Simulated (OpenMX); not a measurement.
Hf under changes of volume

One of the cells (22.380 Å³/atom); the others are scaled copies at fixed shape and fractional positions:

```
Hf
1.0
     3.19670    0.00000    0.00000
    -1.59835    2.76842    0.00000
     0.00000    0.00000    5.05780
Hf
2
Cartesian
  1.5984 0.9228 3.7934
  0.0000 1.8456 1.2645
```

* Program: OpenMX 3.8.5
* Functional: LDA
* Potentials or basis: OpenMX 2013 LDA set, Hf7.0-s3p2d2f1, fixed grid of 32 × 32 × 60 points
* k mesh: 11 × 11 × 5
* Occupations: fermi-dirac, width 0.05 eV
* Spin: no spin polarisation

```tsv
volume (Å³/atom)	energy over the lowest point (meV/atom)	largest force (eV/Å)
21.037	0.00	0.016
21.485	8.16	0.014
21.933	22.59	0.013
22.380	42.76	0.011
22.828	?	?
23.276	98.67	0.008
23.723	133.54	0.007
```

Task: What does the run at 22.828 Å³/atom give?

Result: Energy over the lowest point 68.32 meV/atom; largest force 0.010 eV/Å.

Worked out: A Birch-Murnaghan fit of order 3 (a polynomial in V^(-2/3)) to the other rows has its minimum at 20.73 Å³/atom, just outside them, with B0 = V·E''(V) = 119 GPa (rough, since the energies scatter) at fixed shape and positions, which overstates the stiffness. It gives 68.26 meV/atom at 22.828 Å³/atom, against the run's 68.32.

Energies are extrapolated to zero smearing.

Caveats: the basis of atomic orbitals isn't converged, which shifts pressures, moduli and gaps.
